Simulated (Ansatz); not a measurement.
# In3GaP4: from a guess to a relaxed structure, part 2 of 2

Aim: relax a trial structure of In3GaP4 and see where it ends.

Ansatz 0.2.0; DFT PBE, scalar-relativistic, plane waves, PAW.

### Step 4. Full relaxation

The end of the coarse run is made exact in the group found at a tolerance of 0.06 Å and reduced to its primitive cell.

Input file input.yaml:

```yaml
crystal:
  lattice:
    - [4.1451169647, 0.0, 0.0]
    - [0.0, 4.1451169647, 0.0]
    - [0.0, 0.0, 11.6363162063]
  atoms:
    - { symbol: In, position: [0.0, 0.0, 0.740545319] }
    - { symbol: In, position: [0.5, 0.5, 0.0] }
    - { symbol: In, position: [0.0, 0.0, 0.259454681] }
    - { symbol: Ga, position: [0.5, 0.5, 0.5] }
    - { symbol: P, position: [0.5, 0.0, 0.8703117125] }
    - { symbol: P, position: [0.0, 0.5, 0.1296882875] }
    - { symbol: P, position: [0.5, 0.0, 0.3901039989] }
    - { symbol: P, position: [0.0, 0.5, 0.6098960011] }
basis:
  ecutwfc: 420
kpoints:
  mp_grid: { grid: [8, 8, 4] }
hamiltonian:
  xc: pbe
scf:
  occupations: { method: gaussian, width: 0.02 }
output:
  forces: true
  stress: true
  eigenvalues: true
  write_density: true
  write_potential: true
  elf: true
  volumetric_format: npy
relax:
  adjacent_minimum: "off"
  f_tol: 0.01
  max_steps: 80
  cell: { stress_tol: 0.05 }
```

Started as:

```sh
$ ansatz run input.yaml --threads 1 --pin off --max-ram 2560MiB --backend cpu --events-out ev --progress --plain --runs-dir out
```

Log:

```text
Warning: RAYON_NUM_THREADS=1 ignored (pool sized by the plan → 1); use --threads N
Engine: ansatz 0.2.0, x86_64-unknown-linux-gnu
Pseudopotentials: kind: paw
Pseudopotential: In, paw, valence charge 13, recommended cutoff 420 eV (normal), In.paw.azcp
Pseudopotential: Ga, paw, valence charge 13, recommended cutoff 420 eV (normal), Ga.paw.azcp
Pseudopotential: P, paw, valence charge 5, recommended cutoff 420 eV (normal), P.paw.azcp
Functional definition: PBE
  parameter kappa = 0.804
  parameter beta = 0.06672455060314922
  exchange = pbe_x(kappa = kappa, mu = beta*pi^2/3)
  correlation = pbe_c(beta = beta)
Crystal: 8 atoms, lattice volume = 199.935 Å³
Basis set: ecut = 420 eV, 3887 PW (Γ), exchange–correlation on 60×60×160 points (8 copies of the dense FFT grid, shifted against one another)
Bands: 44, of which v1, the nominal top of the filled ones, is band 36 counted from 1 (35 counted from 0)
Symmetry: 8 space group operations
Space group: P-4m2 (ITA 115), of the structure as read, at distance tolerance 5.8e-5 Å
k-points: 45 of 256 (time reversal used)
Non-local potential: In, projectors of the file, l = 0: 2, l = 1: 2, l = 2: 2, l = 3: 2
Non-local potential: Ga, projectors of the file, l = 0: 2, l = 1: 2, l = 2: 3, l = 3: 1
Non-local potential: P, projectors of the file, l = 0: 2, l = 1: 2, l = 2: 2
PAW form: soft (Blöchl's): semilocal exchange-correlation on the pseudo side does not see the compensation charge
PAW one-centre angular grid: In, 590 points (default); XC on 64 Gauss nodes
PAW one-centre angular grid: Ga, 590 points (default); XC on 64 Gauss nodes
PAW one-centre angular grid: P, 110 points (default); XC on 64 Gauss nodes
Initial density: superposition of atomic densities (neutral atoms: chi_scale 0, normalization atom), corrected by the library's trained network
Initial wavefunctions: pseudopotential atomic-orbital guess
Functional: x = pbe(κ = 0.804, μ = 0.2195149727645171), c = pbe(β = 0.06672455060314922)
SCF iter   1: F=—  HF=-23601.433676 eV  |F-HF|=—  |Δ(HF+E_count)|=         —  Δρ=1.61e-3  dr2=1.29e-2  ethr=1.77e-3  ⟨swp⟩=9.4  Hψ=9535  notcnv=0  defer=1
preconditioner: auto → Resta (q_TF=auto, 2.301 Å⁻¹)  ε∞=3.8  [insulator: Δε(μ)=0.571 eV  Ē_g=13.283 eV  σ=0.020 eV  W_gap=1.00  n_scr=48 (ndim 8)  ℏωp=22.3 eV  f_vac=0.025  D(μ)=0.00/eV (n_scr^D=0)  ε∞_Penn≈3.8]
SCF iter   2: F=—  HF=-23601.427106 eV  |F-HF|=—  |Δ(HF+E_count)|=   6.57e-3  Δρ=8.54e-4  dr2=2.47e-3  ethr=1.79e-5  ⟨swp⟩=2.8  Hψ=4334  notcnv=0  defer=138
SCF iter   3: F=—  HF=-23601.427134 eV  |F-HF|=—  |Δ(HF+E_count)|=   2.86e-5  Δρ=3.91e-4  dr2=3.93e-4  ethr=3.43e-6  ⟨swp⟩=2.0  Hψ=3562  notcnv=0  defer=138
SCF iter   4: F=—  HF=-23601.427137 eV  |F-HF|=—  |Δ(HF+E_count)|=   2.29e-6  Δρ=1.70e-4  dr2=1.01e-4  ethr=5.46e-7  ⟨swp⟩=2.0  Hψ=3435  notcnv=0  defer=138
SCF iter   5: F=—  HF=-23601.427231 eV  |F-HF|=—  |Δ(HF+E_count)|=   9.41e-5  Δρ=6.47e-5  dr2=1.52e-5  ethr=1.41e-7  ⟨swp⟩=2.0  Hψ=3464  notcnv=0  defer=138
SCF iter   6: F=—  HF=-23601.427248 eV  |F-HF|=—  |Δ(HF+E_count)|=   1.74e-5  Δρ=1.95e-5  dr2=1.56e-6  ethr=2.11e-8  ⟨swp⟩=2.1  Hψ=2728  notcnv=0  defer=138
SCF iter   7: F=—  HF=-23601.427250 eV  |F-HF|=—  |Δ(HF+E_count)|=   1.53e-6  Δρ=6.88e-6  dr2=1.55e-7  ethr=2.17e-9  ⟨swp⟩=2.2  Hψ=3493  notcnv=0  defer=138
SCF iter   8: F=-23601.427250 eV  HF=-23601.427250 eV  |F-HF|=1.03e-8  |Δ(HF+E_count)|=   1.54e-7  Δρ=1.80e-6  dr2=6.49e-9  ethr=1.39e-10  ⟨swp⟩=16.2  Hψ=14298  notcnv=0
SCF 1 converged in 8 iterations: F = -23601.427250 eV  dr2 = 6.49e-9
relax step   1: F+E_penalty+E_count = -23601.42724995 eV  Δ(F+E_penalty+E_count) = +0.000e0 eV  max|allowed force component| = 4.863e-2 eV/Å  Δτ_max = 0.0000 Å  P = -0.011 GPa  Ω = 199.935 Å³  (8 SCF iters, dr2 threshold 1.00e-7 eV, accepted)
Crystal: 8 atoms, lattice volume = 199.844 Å³
Initial density: handed on by an earlier stage of this run
Initial wavefunctions: those handed on with the density
iter 1 solved again at ethr=9.51e-7 eV; its pass at ethr=3.10e-3 eV (dr2=6.84e-4 eV) is discarded
SCF iter   1: F=—  HF=-23601.430903 eV  |F-HF|=—  |Δ(HF+E_count)|=         —  Δρ=6.63e-4  dr2=8.26e-4  ethr=9.51e-7  ⟨swp⟩=3.2  Hψ=11561  notcnv=0
preconditioner: auto → Resta (q_TF=auto, 2.301 Å⁻¹)  ε∞=3.8  [insulator: Δε(μ)=0.569 eV  Ē_g=13.273 eV  σ=0.020 eV  W_gap=1.00  n_scr=48 (ndim 8)  ℏωp=22.3 eV  f_vac=0.017  D(μ)=0.00/eV (n_scr^D=0)  ε∞_Penn≈3.8]
SCF iter   2: F=—  HF=-23601.430868 eV  |F-HF|=—  |Δ(HF+E_count)|=   3.49e-5  Δρ=3.84e-4  dr2=2.88e-4  ethr=9.51e-7  ⟨swp⟩=1.0  Hψ=1980  notcnv=0
SCF iter   3: F=—  HF=-23601.430863 eV  |F-HF|=—  |Δ(HF+E_count)|=   5.19e-6  Δρ=6.72e-5  dr2=2.95e-5  ethr=4.00e-7  ⟨swp⟩=2.1  Hψ=2470  notcnv=0
SCF iter   4: F=—  HF=-23601.430862 eV  |F-HF|=—  |Δ(HF+E_count)|=   6.86e-7  Δρ=2.47e-5  dr2=9.54e-7  ethr=4.10e-8  ⟨swp⟩=2.0  Hψ=2332  notcnv=0
SCF iter   5: F=-23601.430864 eV  HF=-23601.430864 eV  |F-HF|=1.72e-8  |Δ(HF+E_count)|=   1.17e-6  Δρ=7.40e-6  dr2=1.13e-7  ethr=5.30e-10  ⟨swp⟩=12.9  Hψ=15775  notcnv=0
SCF 2 converged in 5 iterations: F = -23601.430864 eV  dr2 = 1.13e-7
relax step   2: F+E_penalty+E_count = -23601.43086363 eV  Δ(F+E_penalty+E_count) = -3.614e-3 eV  max|allowed force component| = 1.703e-2 eV/Å  Δτ_max = 0.0088 Å  P = +0.025 GPa  Ω = 199.844 Å³  energy of the carried Pulay correction = +2.011e-5 eV  (5 SCF iters, dr2 threshold 3.81e-7 eV, accepted)
Crystal: 8 atoms, lattice volume = 199.937 Å³
iter 1 solved again at ethr=3.52e-8 eV; its pass at ethr=3.10e-3 eV (dr2=2.53e-5 eV) is discarded
SCF iter   1: F=—  HF=-23601.430945 eV  |F-HF|=—  |Δ(HF+E_count)|=         —  Δρ=1.18e-4  dr2=2.15e-5  ethr=3.52e-8  ⟨swp⟩=3.1  Hψ=10063  notcnv=0
preconditioner: auto → Resta (q_TF=auto, 2.301 Å⁻¹)  ε∞=3.8  [insulator: Δε(μ)=0.565 eV  Ē_g=13.271 eV  σ=0.020 eV  W_gap=1.00  n_scr=48 (ndim 8)  ℏωp=22.3 eV  f_vac=0.017  D(μ)=0.00/eV (n_scr^D=0)  ε∞_Penn≈3.8]
SCF iter   2: F=—  HF=-23601.430940 eV  |F-HF|=—  |Δ(HF+E_count)|=   5.66e-6  Δρ=6.35e-5  dr2=6.35e-6  ethr=2.98e-8  ⟨swp⟩=1.8  Hψ=2686  notcnv=0
SCF iter   3: F=—  HF=-23601.430934 eV  |F-HF|=—  |Δ(HF+E_count)|=   5.08e-6  Δρ=1.40e-5  dr2=6.89e-7  ethr=8.81e-9  ⟨swp⟩=2.2  Hψ=2982  notcnv=0
SCF iter   4: F=—  HF=-23601.430934 eV  |F-HF|=—  |Δ(HF+E_count)|=   4.84e-8  Δρ=3.98e-6  dr2=3.34e-8  ethr=9.57e-10  ⟨swp⟩=2.0  Hψ=3704  notcnv=0
SCF iter   5: F=-23601.430934 eV  HF=-23601.430934 eV  |F-HF|=2.03e-9  |Δ(HF+E_count)|=   8.60e-9  Δρ=1.78e-6  dr2=5.51e-9  ethr=2.52e-11  ⟨swp⟩=10.4  Hψ=13606  notcnv=0
SCF 3 converged in 5 iterations: F = -23601.430934 eV  dr2 = 5.51e-9
relax step   3: F+E_penalty+E_count = -23601.43093439 eV  Δ(F+E_penalty+E_count) = -7.076e-5 eV  max|allowed force component| = 1.588e-3 eV/Å  Δτ_max = 0.0024 Å  P = -0.007 GPa  Ω = 199.937 Å³  energy of the carried Pulay correction = -4.824e-7 eV  (5 SCF iters, dr2 threshold 1.81e-8 eV, accepted)
Initial wavefunctions: pseudopotential atomic-orbital guess (no wavefunctions were taken with the density)
iter 1 solved again at ethr=3.09e-7 eV; its pass at ethr=3.10e-3 eV (dr2=2.22e-4 eV) is discarded
SCF iter   1: F=—  HF=-23601.430650 eV  |F-HF|=—  |Δ(HF+E_count)|=         —  Δρ=6.69e-5  dr2=2.20e-7  ethr=3.09e-7  ⟨swp⟩=3.9  Hψ=15573  notcnv=0
eigensolver tolerance schedule: the retry pair's looser diagonalisation over-reported the residual by 1009.68 of it (diagonalisation noise at 0.11 of the residual, at the tolerance the schedule requests for it); recorded, not acted on — ethr = c·dr2/N_el stays at c = 1.0e-1
preconditioner: auto → Resta (q_TF=auto, 2.301 Å⁻¹)  ε∞=3.8  [insulator: Δε(μ)=0.566 eV  Ē_g=13.271 eV  σ=0.020 eV  W_gap=1.00  n_scr=48 (ndim 8)  ℏωp=22.3 eV  f_vac=0.017  D(μ)=0.00/eV (n_scr^D=0)  ε∞_Penn≈3.8]
SCF iter   2: F=—  HF=-23601.430869 eV  |F-HF|=—  |Δ(HF+E_count)|=   2.18e-4  Δρ=3.38e-5  dr2=5.75e-8  ethr=3.06e-10  ⟨swp⟩=3.0  Hψ=3607  notcnv=0
SCF iter   3: F=—  HF=-23601.430936 eV  |F-HF|=—  |Δ(HF+E_count)|=   6.76e-5  Δρ=1.98e-6  dr2=3.85e-9  ethr=7.99e-11  ⟨swp⟩=2.0  Hψ=3599  notcnv=0
SCF iter   4: F=—  HF=-23601.430936 eV  |F-HF|=—  |Δ(HF+E_count)|=   1.30e-7  Δρ=3.44e-7  dr2=2.77e-10  ethr=5.35e-12  ⟨swp⟩=2.0  Hψ=3590  notcnv=0
SCF iter   5: F=—  HF=-23601.430936 eV  |F-HF|=—  |Δ(HF+E_count)|=  1.71e-10  Δρ=1.83e-7  dr2=8.38e-11  ethr=1.00e-12  ⟨swp⟩=8.3  Hψ=10614  notcnv=0
SCF iter   6: F=-23601.430936 eV  HF=-23601.430936 eV  |F-HF|=5.09e-11  |Δ(HF+E_count)|=  3.60e-10  Δρ=7.76e-8  dr2=2.19e-11  ethr=1.00e-12  ⟨swp⟩=6.3  Hψ=9114  notcnv=0
SCF 4 converged in 6 iterations: F = -23601.430936 eV  dr2 = 2.19e-11
relax step   4: F+E_penalty+E_count = -23601.43093638 eV  Δ(F+E_penalty+E_count) = -1.991e-6 eV  max|allowed force component| = 1.576e-3 eV/Å  Δτ_max = 0.0000 Å  P = -0.007 GPa  Ω = 199.937 Å³  stress off target by 8.02e-3 GPa  SCF on the basis re-selected at this cell (its energy is not comparable with the rows above)  (6 SCF iters)
basis re-selected at this cell: Δ(F+E_penalty+E_count) = -1.991e-6 eV, ΔP = +0.000 GPa vs the last step (what re-selecting the basis moved, of the pressure what is left beyond the Pulay correction that the steps carried, after the strain that the cell walked since its last selection, with what the two solves' SCF thresholds leave and, on support functions, any second-order correction that the steps lacked; it is no measure of the basis error at this ecutwfc). This SCF's stress stands 8.02e-3 GPa from its target on what of the cell is left free (relax.cell.stress_tol is 5.00e-2 GPa) and its largest allowed force component is 1.58e-3 eV/Å (relax.f_tol is 1.00e-2 eV/Å): within both
SCF converged after 6 iterations
Free energy (F): -23601.430936 eV
Harris-Foulkes:  -23601.430936 eV  (|F-HF|=5.09e-11)
Internal energy: -23601.430936 eV  (E = F + TS)
E sigma→0 (E₀):  -23601.430936 eV
Fermi energy:    6.801741 eV
--- Per-component energies (eV) ---
  E_band       = -246.119887
  E_kinetic    = 1121.832121
  E_local      = -6550.995663  (includes V_loc(G=0)·N_el)
  E_nonlocal   = 1662.974763
  E_hartree    = 2736.225656
  E_xc         = -958.084732
  E_vxc        = -595.311724  (∫ρ·V_xc dr)
  E_paw        = -16734.461967  (= ΣΔE_a)
  E_vpaw       = -1357.070847  (= ΣTr[D̂ρ^β])
  E_aug_tail   = -0.000027  (compensation charges beyond the density's cutoff)
  E_ewald      = -4878.921086
  E_smearing   = -0.000000  (= −TS)
  E_closure    = 0.000000  (closes the sum)
  Σ components = -23601.430936   (vs F -23601.430936, Δ=0.00e0)
--- Forces (eV/Å), atoms counted from 1 ---
  atom   1  In    -0.00000000     0.00000000     0.00149911
  atom   2  In    -0.00000000     0.00000000    -0.00000000
  atom   3  In    -0.00000000     0.00000000    -0.00149911
  atom   4  Ga    -0.00000000     0.00000000    -0.00000000
  atom   5  P      0.00000000    -0.00000000    -0.00121697
  atom   6  P      0.00000000    -0.00000000     0.00121697
  atom   7  P      0.00000000    -0.00000000    -0.00157577
  atom   8  P      0.00000000    -0.00000000     0.00157577
  max |Σ_I F_I| component: 4.16e-17 eV/Å
--- Stress (GPa, compression-positive) ---
       -0.008021       0.000000      -0.000000
        0.000000      -0.008021      -0.000000
       -0.000000      -0.000000      -0.006166
  P = ⅓ Tr σ = -0.0074 GPa (-0.074 kbar)
--- Band table (eV; the first three rows and the last of 45) ---
  k-point 0: bands = ["-8.0936", "-8.0417", "-8.0417", "-8.0130", "-7.9618", "-7.7618", "-7.7092", "-7.6502", "-7.5993", "-7.5993", "-7.5634", "-7.5634", "-7.5344", "-7.5344", "-7.5113", "-7.4905", "-7.4838", "-7.4805", "-7.4649", "-7.4591", "-5.0008", "-4.1524", "-3.9892", "-2.6417", "0.6736", "3.0542", "3.0681", "4.1204", "4.1204", "5.0244", "5.0244", "5.2836", "5.2836", "6.4127", "6.5187", "6.5187", "7.0843", "8.2587", "8.3671", "8.9762", "9.1554", "9.6140", "9.7944", "10.5435"]
  k-point 1: bands = ["-8.0936", "-8.0417", "-8.0417", "-8.0130", "-7.9618", "-7.7637", "-7.7046", "-7.6531", "-7.5997", "-7.5997", "-7.5625", "-7.5625", "-7.5350", "-7.5350", "-7.5112", "-7.4912", "-7.4831", "-7.4805", "-7.4649", "-7.4591", "-4.9562", "-4.4247", "-3.6386", "-2.8040", "0.8982", "2.2195", "3.9471", "4.1539", "4.1539", "4.8032", "4.8032", "5.5854", "5.5854", "5.7568", "6.3791", "6.3791", "7.6865", "8.2214", "8.4426", "8.8900", "9.2495", "9.5488", "9.6455", "10.3939"]
  k-point 2: bands = ["-8.0936", "-8.0417", "-8.0417", "-8.0130", "-7.9618", "-7.7655", "-7.6997", "-7.6565", "-7.6001", "-7.6001", "-7.5615", "-7.5615", "-7.5355", "-7.5355", "-7.5110", "-7.4919", "-7.4825", "-7.4805", "-7.4648", "-7.4592", "-4.8865", "-4.5942", "-3.2312", "-3.1488", "1.4420", "1.4921", "4.1973", "4.1973", "4.6650", "4.6650", "4.8488", "4.8589", "5.9263", "5.9263", "6.1085", "6.1085", "8.1138", "8.2147", "8.7326", "8.7518", "8.9699", "9.3957", "9.8845", "10.0727"]
  k-point 44: bands = ["-8.0893", "-8.0893", "-8.0080", "-7.9966", "-7.9790", "-7.7737", "-7.7737", "-7.6389", "-7.6389", "-7.5476", "-7.5476", "-7.5312", "-7.5302", "-7.5207", "-7.5142", "-7.5114", "-7.5069", "-7.4554", "-7.4553", "-7.4472", "-2.7180", "-2.7180", "-2.4866", "-2.4866", "-0.0132", "0.9828", "1.0307", "1.0672", "3.7877", "3.8023", "3.8636", "3.8636", "3.9232", "3.9678", "3.9678", "4.0303", "9.1628", "9.1628", "9.2707", "9.2707", "9.3475", "9.4243", "9.5685", "9.6322"]
--- Relaxed structure (3 steps of the walk, 3 accepted, 1 SCFs on fresh bases) ---
  F+E_penalty+E_count = -23601.43093638 eV   max|allowed force component| = 1.576e-3 eV/Å   (the final SCF, on the basis selected at the relaxed cell)
  cell:  # Å, volume = 199.9373 Å³
    - [4.126833402193465, -1.3652564724202614e-34, 0.0]
    - [-1.3652564724202614e-34, 4.126833402193465, 0.0]
    - [0.0, 0.0, 11.739779699482646]
  atoms:
    - { symbol: In, position: [1.1797149612579461e-35, -6.434446986835036e-86, 0.740858739931335] }
    - { symbol: In, position: [0.5, 0.5, 0.0] }
    - { symbol: In, position: [-2.7224191413644913e-36, 0.0, 0.2591412600686652] }
    - { symbol: Ga, position: [0.5, 0.5, 0.5000000000000001] }
    - { symbol: P, position: [0.5, 0.0, 0.8704023083970239] }
    - { symbol: P, position: [-1.270462265970097e-36, 0.5, 0.1295976916029763] }
    - { symbol: P, position: [0.5, 0.0, 0.38955036338380555] }
    - { symbol: P, position: [5.98932211100188e-36, 0.5, 0.6104496366161947] }
```

It took 3 min on 1 thread of Intel Xeon at 2.70GHz, shared host; peak memory 0.63 GiB.

Step by step:

| step | E - E(step 1) (eV/cell) | largest force component (eV/Å) | pressure (GPa) | volume (Å³) |
| --- | --- | --- | --- | --- |
| 1 | 0.0000 | 0.0486 | -0.01 | 199.94 |
| 2 | -0.0036 | 0.0170 | 0.02 | 199.84 |
| 3 | -0.0037 | 0.0016 | -0.01 | 199.94 |
| 4 | -0.0037 | 0.0016 | -0.01 | 199.94 |

Step 1 is the start. Step 4 repeats the geometry before it on a plane-wave basis chosen anew for that cell, so its energy need not be comparable with the rows above.

|  | before | after | change |
| --- | --- | --- | --- |
| a (Å) | 4.145 | 4.127 | -0.4 % |
| b (Å) | 4.145 | 4.127 | -0.4 % |
| c (Å) | 11.636 | 11.740 | +0.9 % |
| volume (Å³/atom) | 24.99 | 24.99 | 0.0 % |
| shortest distance (Å) | 2.435 | 2.437 | +0.1 % |
| space group (0.01 Å) | P-4m2 | P-4m2 | same |

The run keeps the 8 symmetry operations of the start, so it could not have lowered the symmetry.

Density in a lattice plane of the grid's cell (edges 4.13 and 11.74 Å, at 0.500 of the third edge), which holds In and Ga and P.

Values in e/Å³, 12 rows by 6 columns:
```
 0.02  0.05  0.22  0.53  0.22  0.05
 0.02  0.02  0.03  0.04  0.03  0.02
 0.10  0.06  0.02  0.02  0.02  0.06
 0.66  0.42  0.09  0.03  0.09  0.42
 0.30  0.73  0.33  0.34  0.33  0.73
 0.22  0.23  1.01 37.84  1.01  0.23
 0.02  0.04  0.16  0.34  0.16  0.04
 0.02  0.02  0.03  0.03  0.03  0.02
 0.17  0.10  0.03  0.02  0.03  0.10
 0.48  0.55  0.12  0.04  0.12  0.55
 0.61  0.67  0.36  0.53  0.36  0.67
 0.12  0.19  2.12 12.05  2.12  0.19
```
Columns run along the first of these edges and rows up along the second, over one cell in 6 and 12 even steps from the bottom left corner. Atoms in the plane (fractional): In at (0.50, 0.00), Ga at (0.50, 0.50), P at (1.00, 0.13), P at (0.00, 0.61).

ELF in the same plane.

Ten even steps from ' ' (0.00) to '@' (0.88):
```
  ..::::..::::..
    ..::::::..  
      ......    
                
==::          ::
%%##==      ==##
--####--..--####
  **@@++::++@@**
%%@@##::..::##@@
##**--......--**
....::::..::::..
    ..::::::..  
        ..      
..              
**==..      ..==
%%%%**..  ..**%%
  ++%%==..==%%++
  %%@@--::--@@%%
@@@@==::..::==@@
++==::      ::==
```
Columns run along the first of these edges and rows up along the second, over one cell in 8 and 20 even steps from the bottom left corner. Atoms in the plane (fractional): In at (0.50, 0.00), Ga at (0.50, 0.50), P at (1.00, 0.13), P at (0.00, 0.61).

Both are smooth fields of the valence electrons: close to the nuclei they are not physical.

Outside the cores ELF peaks at 0.90 on the P–In line, 0.9 Å from P; 0.90 on the P–Ga line, 0.9 Å from P; 0.89 in the shell around P, 0.8 Å from P.

### Step 5. Relaxing again on a mesh for the new cell

Input file input.yaml:

```yaml
crystal:
  lattice:
    - [4.1268334022, 0.0, 0.0]
    - [0.0, 4.1268334022, 0.0]
    - [0.0, 0.0, 11.7397796995]
  atoms:
    - { symbol: In, position: [0.0, 0.0, 0.7408587399] }
    - { symbol: In, position: [0.5, 0.5, 0.0] }
    - { symbol: In, position: [0.0, 0.0, 0.2591412601] }
    - { symbol: Ga, position: [0.5, 0.5, 0.5] }
    - { symbol: P, position: [0.5, 0.0, 0.8704023084] }
    - { symbol: P, position: [0.0, 0.5, 0.1295976916] }
    - { symbol: P, position: [0.5, 0.0, 0.3895503634] }
    - { symbol: P, position: [0.0, 0.5, 0.6104496366] }
basis:
  ecutwfc: 420
kpoints:
  mp_grid: { grid: [10, 10, 4] }
hamiltonian:
  xc: pbe
scf:
  occupations: { method: gaussian, width: 0.02 }
output:
  forces: true
  stress: true
  eigenvalues: true
relax:
  adjacent_minimum: "off"
  f_tol: 0.01
  max_steps: 80
  cell: { stress_tol: 0.05 }
```

Started as:

```sh
$ ansatz run input.yaml --threads 1 --pin off --max-ram 2560MiB --backend cpu --events-out ev --progress --plain --runs-dir out
```

Log (excerpt; [...] marks lines left out):

```text
Warning: RAYON_NUM_THREADS=1 ignored (pool sized by the plan → 1); use --threads N
[...]
[... 5 set-up lines as earlier in the session ...]
[...]
Crystal: 8 atoms, lattice volume = 199.937 Å³
Basis set: ecut = 420 eV, 3887 PW (Γ), exchange–correlation on 60×60×160 points (8 copies of the dense FFT grid, shifted against one another)
Bands: 44, of which v1, the nominal top of the filled ones, is band 36 counted from 1 (35 counted from 0)
[... 2 set-up lines as earlier in the session ...]
k-points: 63 of 400 (time reversal used)
[...]
       -0.010107       0.000000      -0.000000
        0.000000      -0.010107       0.000000
       -0.000000       0.000000       0.007937
  P = ⅓ Tr σ = -0.0041 GPa (-0.041 kbar)
--- Band table (eV; the first three rows and the last of 63) ---
[...]
--- Relaxed structure (1 steps of the walk, 1 accepted, 1 SCFs on fresh bases) ---
  F+E_penalty+E_count = -23601.43350224 eV   max|allowed force component| = 1.455e-3 eV/Å   (the final SCF, on the basis selected at the relaxed cell)
  cell:  # Å, volume = 199.9373 Å³
    - [4.1268334022, 0.0, 0.0]
    - [0.0, 4.1268334022, 0.0]
    - [0.0, 0.0, 11.7397796995]
  atoms:
    - { symbol: In, position: [0.0, 0.0, 0.7408587398999998] }
    - { symbol: In, position: [0.5, 0.5, 0.0] }
    - { symbol: In, position: [0.0, 0.0, 0.25914126009999994] }
    - { symbol: Ga, position: [0.5, 0.5, 0.49999999999999994] }
    - { symbol: P, position: [0.5, 0.0, 0.8704023083999999] }
    - { symbol: P, position: [0.0, 0.5, 0.12959769159999998] }
    - { symbol: P, position: [0.5, 0.0, 0.38955036339999993] }
    - { symbol: P, position: [0.0, 0.5, 0.6104496365999998] }
```

Run time: 2.6 min. Hardware: 1 thread of Intel Xeon at 2.70GHz, shared host; peak memory 0.71 GiB.

Relaxation path:

```
step  energy from step 1 (eV/cell)  largest force component (eV/Å)  pressure (GPa)  volume (Å³)
   1                        0.0000                          0.0015            0.00       199.94
   2                        0.0000                          0.0015            0.00       199.94
```

Step 1 is the start. Step 2 repeats the geometry before it on a plane-wave basis chosen anew for that cell, so its energy need not be comparable with the rows above.

|  | before | after | change |
| --- | --- | --- | --- |
| a (Å) | 4.127 | 4.127 | 0.0 % |
| b (Å) | 4.127 | 4.127 | 0.0 % |
| c (Å) | 11.740 | 11.740 | 0.0 % |
| volume (Å³/atom) | 24.99 | 24.99 | 0.0 % |
| shortest distance (Å) | 2.437 | 2.437 | 0.0 % |
| space group (0.01 Å) | P-4m2 | P-4m2 | same |

Forces and stress were held to the start's 8 operations: a distortion of lower symmetry was not tested.

### Step 6. Outcome

This closing draws on all 2 parts. Changes of volume or cell count from the first structure of part 1.

| quantity | value |
| --- | --- |
| symmetry at the end (tolerance 0.02 Å) | space group P-4m2 (No. 115) |
| conventional cell | a = 4.127 Å, b = 4.127 Å, c = 11.740 Å, α = 90.00°, β = 90.00°, γ = 90.00° |
| volume | 24.99 Å³/atom |
| energy over the elements, black P | -0.27 eV/atom |
| gap on the mesh | 0.57 eV |

What this shows: The space group P-4m2 (No. 115) is kept, and the volume per atom grows by 14.1 % from the first guess. A negative formation energy is needed for stability but isn't enough; other structures and compounds were not set against it here. No finished test with a distortion of lower symmetry is shown, so the end may be a saddle point.
